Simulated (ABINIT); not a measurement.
Ta:

```
Ta
1.0
    -1.65128    1.65128    1.65128
     1.65128   -1.65128    1.65128
     1.65128    1.65128   -1.65128
Ta
1
Direct
  0.00000 0.00000 0.00000
```

Base run:

| Item | Value |
| --- | --- |
| Program | ABINIT 10.8.3 (patched build) |
| Functional | PBEsol |
| Potentials or basis | PseudoDojo NC SR PBEsol v0.4 stringent |
| Cutoff | 1687 eV |
| k mesh | 14 × 14 × 14, with 2 shifts |
| Occupations | cold (ABINIT), width 0.1 eV |
| Spin | no spin polarisation |

Its results: pressure -6.1 GPa.

Problem. The run is repeated on the same cell with these changes: k mesh from 14 × 14 × 14, with 2 shifts to 8 × 8 × 8; occupations from cold (ABINIT), width 0.1 eV to fermi-dirac, width 0.05 eV. What comes out?

Solution. Pressure -8.0 GPa.

Not every run made on this cell is shown here.
